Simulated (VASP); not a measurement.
# ClO (Pm-3m) in VASP: notebook, part 2 of 2

VASP 6.6.1.

## Step 3: Relaxation of cell and atoms, LDA

This run uses another cell than the first one, of 16.16 Å³/atom, 1.426 times its volume.

The input, INCAR:

```
SYSTEM = ClO
  PREC = Accurate
  ENCUT = 600
  EDIFF = 1E-7
  ISMEAR = 1
  SIGMA = 0.05
  LREAL = .FALSE.
  LASPH = .TRUE.
  NELM = 100
  ALGO = Fast
  ISIF = 3
  LWAVE = .FALSE.
  LCHARG = .FALSE.
  GGA = CA
  IBRION = 2
  NSW = 80
  EDIFFG = -0.02
```

The input, KPOINTS:

```
Automatic mesh
0
G
  7 7 7
  0 0 0
```

The input, POSCAR:

```
ClO
1.0
    3.1852170000      0.0000000000      0.0000000000
    0.0000000000      3.1852170000      0.0000000000
    0.0000000000      0.0000000000      3.1852170000
Cl O
1 1
Direct
    0.0000000000      0.0000000000      0.0000000000
    0.5000000000      0.5000000000      0.5000000000
```

Potentials or basis: VASP PAW LDA potentials, release 64 (Cl, O).

Run with:

```bash
cat potpaw_LDA.64/Cl/POTCAR potpaw_LDA.64/O/POTCAR > POTCAR
mpirun -np 1 vasp_std > vasp.out
```

OUTCAR:

```text
SYSTEM = ClO
   PREC = Accurate
   ENCUT = 600
   EDIFF = 1E-7
   ISMEAR = 1
   LREAL = .FALSE.
   LASPH = .TRUE.
   NELM = 100
   ISIF = 3
   GGA = CA
   IBRION = 2
   NSW = 80
   EDIFFG = -0.02

 ion  position               nearest neighbor table
   1  0.000  0.000  0.000-
   2  0.500  0.500  0.500-

  LATTYP: Found a simple cubic cell.
 ALAT       =     3.1852170000

  Lattice vectors:

 A1 = (   3.1852170000,   0.0000000000,   0.0000000000)
 A2 = (   0.0000000000,   3.1852170000,   0.0000000000)
 A3 = (   0.0000000000,   0.0000000000,   3.1852170000)

Analysis of symmetry for initial positions (statically):
=====================================================================
 Subroutine PRICEL returns:
 Original cell was already a primitive cell.

 Routine SETGRP: Setting up the symmetry group for a
 simple cubic supercell.

 Subroutine GETGRP returns: Found 48 space group operations
 (whereof 48 operations were pure point group operations)
 out of a pool of 48 trial point group operations.

The static configuration has the point symmetry O_h .

Analysis of symmetry for dynamics (positions and initial velocities):
=====================================================================
 Subroutine PRICEL returns:
 Original cell was already a primitive cell.

 Routine SETGRP: Setting up the symmetry group for a
 simple cubic supercell.

 Subroutine GETGRP returns: Found 48 space group operations
 (whereof 48 operations were pure point group operations)
 out of a pool of 48 trial point group operations.

The dynamic configuration has the point symmetry O_h .

 Subroutine INISYM returns: Found 48 space group operations
 (whereof 48 operations are pure point group operations),
 and found     1 'primitive' translations

----------------------------------------------------------------------------------------

                                     Primitive cell

  volume of cell :      32.3160

  direct lattice vectors                    reciprocal lattice vectors
[... 93 lines left out ...]
   NELECT =      13.0000    total number of electrons
   NUPDOWN=      -1.0000    fix difference up-down
   EMIN   =  10.00;   EMAX   =-10.00  energy-range for DOS
   EFERMI =   0.00;   METHOD = LEGACY
   ISMEAR =     1;   SIGMA  =   0.05  broadening in eV -4-tet -1-fermi 0-gaus
   EFERMI_NEDOS =   21; number of points for ismear=-14 and -15
   IALGO  =     68    algorithm
   IMIX   =      4    mixing-type and parameters
     AMIX     =   0.40;   BMIX     =  1.00
     AMIX_MAG =   1.60;   BMIX_MAG =  1.00
  volume/ion in A,a.u.               =      16.16       109.04
  Fermi-wavevector in a.u.,A,eV,Ry     =   1.208510  2.283753 19.871261  1.460496
  Thomas-Fermi vector in A             =   2.344116
   LORBIT       =      0    0 simple, 1 ext, 2 COOP (PROOUT), +10 PAW based schemes
   GGA     = CA    functional components
   LHFCALC =     F    Hartree Fock is set to
   AEXX    =    0.0000 exact exchange contribution
   IVDW    =     0    specifies the selected vdW correction
   LEPSILON=     F    determine dielectric tensor
   LRPA    =     F    only Hartree local field effects (RPA)
 conjugate gradient relaxation of ions
 non-spin polarized calculation
 RMM-DIIS sequential band-by-band and
 Methfessel and Paxton  Order N= 1 SIGMA  =   0.05
  energy-cutoff  :      600.00
  volume of cell :       32.32
 maximum number of plane-waves:      1092
 NGX is ok and might be reduce to    28
   NGX = 13   NGY = 13   NGZ = 13

--------------------------------------- Ionic step        1  -------------------------------------------

 number of electron      12.9999997 magnetization

 Free energy of the ion-electron system (eV)
  ---------------------------------------------------
  ext. energy  EPLUGINS =         0.00000000
  ---------------------------------------------------
  free energy    TOTEN  =        -4.14125651 eV

  energy without entropy =       -4.13933754  energy(sigma->0) =       -4.14061685

 E-fermi :   0.4828     XC(G=0): -10.3168

 val. band max:        0.4749779890   @ k =   0.4286   0.2857   0.0000
 cond. band min:       0.4904625086   @ k =   0.2857   0.2857   0.1429
 fundamental gap:      0.0154845197
 Fermi energy:         0.4828093587

 k-point     1 :       0.0000    0.0000    0.0000
  band No.  band energies     occupation
      1     -16.2041      2.00000
      2     -12.9412      2.00000
      3      -1.5990      2.00000
      4      -1.5990      2.00000
      5      -1.5990      2.00000
      6       1.3880     -0.00000
      7       1.3880     -0.00000
      8       1.3880     -0.00000
      9      10.1823      0.00000
     10      10.1826      0.00000
[... 352 lines left out ...]
--------------------------------------- Ionic step        4  -------------------------------------------

 number of electron      13.0000003 magnetization

 Free energy of the ion-electron system (eV)
  ---------------------------------------------------
  ext. energy  EPLUGINS =         0.00000000
  ---------------------------------------------------
  free energy    TOTEN  =        -4.88679840 eV

  energy without entropy =       -4.88712192  energy(sigma->0) =       -4.88690624

 E-fermi :   5.0967     XC(G=0): -12.0804

 val. band max:        5.0680358791   @ k =   0.4286   0.4286   0.0000
 cond. band min:       5.1455770304   @ k =   0.2857   0.2857   0.1429
 fundamental gap:      0.0775411513
 Fermi energy:         5.0967252094

 k-point     1 :       0.0000    0.0000    0.0000
  band No.  band energies     occupation
      1     -14.6030      2.00000
      2      -8.2570      2.00000
      3       1.5781      2.00000
      4       1.5781      2.00000
      5       1.5781      2.00000
      6       6.7106      0.00000
      7       6.7106      0.00000
      8       6.7106      0.00000
      9      13.3418      0.00000
     10      13.3418      0.00000
[... 274 lines left out ...]
  FREE ENERGIE OF THE ION-ELECTRON SYSTEM (eV)
  ---------------------------------------------------
  free  energy   TOTEN  =        -4.8867984006 eV

  energy  without entropy=       -4.8871219213  energy(sigma->0) =       -4.88690624

 reached required accuracy - stopping structural energy minimisation
```

OSZICAR:

```text
N       E                     dE             d eps       ncg     rms          rms(c)
DAV:   1     0.522275396928E+02    0.52228E+02   -0.68967E+03   400   0.123E+03
DAV:   2    -0.304155139582E+01   -0.55269E+02   -0.54193E+02   644   0.206E+02
DAV:   3    -0.488197416380E+01   -0.18404E+01   -0.18285E+01   462   0.378E+01
[... 56 lines left out ...]
RMM:   6    -0.488679799097E+01    0.88867E-04   -0.74590E-05   400   0.721E-02    0.122E-02
RMM:   7    -0.488679838551E+01   -0.39454E-06   -0.61625E-06   400   0.258E-02    0.894E-03
RMM:   8    -0.488679860932E+01   -0.22381E-06   -0.17654E-06   400   0.138E-02    0.582E-03
RMM:   9    -0.488679839545E+01    0.21388E-06   -0.32543E-07   317   0.563E-03    0.716E-04
RMM:  10    -0.488679840059E+01   -0.51489E-08   -0.54541E-08   235   0.235E-03
   4 F= -.48867984E+01 E0= -.48869062E+01  d E =-.745542E+00
```

It took 31 s on 1 thread of Intel Xeon Platinum 8488C (Sapphire Rapids), shared host; peak memory 0.14 GiB.

What came out:

```
Free energy                            : -4.8868 eV
Relaxed volume                         : 11.31 Å³/atom
Relaxed cell                           : a = 2.828 Å, b = 2.828 Å, c = 2.828 Å, α = 90.00°, β = 90.00°, γ = 90.00°
Space group after relaxing (to 0.05 Å) : Pm-3m (No. 221)
Energy gained by relaxing              : 372.8 meV/atom
Ionic steps                            : 4
Pressure after relaxing                : 0.2 GPa
Band gap on the k mesh                 : none (metal or under the smearing width)
```

The path:
| step | energy change (eV) | largest force (eV/Å) | pressure (GPa) | volume (Å³) |
| --- | --- | --- | --- | --- |
| 1 | 0.0000 | 0.0000 | -17.11 | 32.32 |
| 2 | -0.6774 | 0.0000 | -8.83 | 24.90 |
| 3 | -0.7449 | 0.0000 | -1.04 | 22.86 |
| 4 | -0.7455 | 0.0000 | 0.17 | 22.62 |

Final structure:
```cif
data_structure
_symmetry_space_group_name_H-M 'P 1'
_symmetry_Int_Tables_number 1
_cell_length_a 2.8282
_cell_length_b 2.8282
_cell_length_c 2.8282
_cell_angle_alpha 90.000
_cell_angle_beta 90.000
_cell_angle_gamma 90.000
_cell_volume 22.62
loop_
_atom_site_label
_atom_site_type_symbol
_atom_site_fract_x
_atom_site_fract_y
_atom_site_fract_z
_atom_site_occupancy
Cl1 Cl 0.00000 0.00000 0.00000 1
O1 O 0.50000 0.50000 0.50000 1
```

Caveat: the volume moved by over 15 % at a fixed basis, so the end points are rough; an odd number of electrons without spin polarisation forces a metal; a magnetic or distorted state may lie lower.
